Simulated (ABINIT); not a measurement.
Runs of ABINIT 10.8.3 (patched build) on AlN. Symmetry: F-43m, No. 216, cubic system. The conventional cell has a = 4.368 Å, b = 4.368 Å, c = 4.368 Å, α = 90.00°, β = 90.00°, γ = 90.00°. Around Al (site symmetry -43m) lie 4 N at 1.89 Å. Around N (site symmetry -43m) lie 4 Al at 1.89 Å. Measurements of this composition are mostly on another form, of space group No. 186.

```tsv
task	level	potentials or basis	cutoff (eV)	fine-grid cutoff	V0 of scaled cells (Å³/atom)	B0 (GPa)
equation of state	revPBE+D3(BJ)	JTH PAW PBE v2.0	680	1278.94 eV	10.38	204
equation of state	LDA-PZ	PseudoDojo NC SR LDA v0.4.1 standard	1143	-	(a)	(c)
equation of state	SOGGA	PseudoDojo NC SR PBEsol v0.4.1 standard	1143	-	(b)	203
equation of state	HCTH407	JTH PAW PBE v2.0	680	1278.94 eV	10.64	193
```

Alike in all rows: no spin polarisation; cell as given; k mesh 10 × 10 × 10; smearing fermi-dirac 0.05 eV.

Fill in the values left out.

(a) 10.18; (b) 10.43; (c) 210.

Caveats: pressures at fixed basis lie under the slope of the energies; the PAW data sets were made with another functional, which shifts forces and pressure a little (some runs); the potentials were made for another functional, which shifts forces and pressure (some runs).

Not every run made on this cell is shown here.
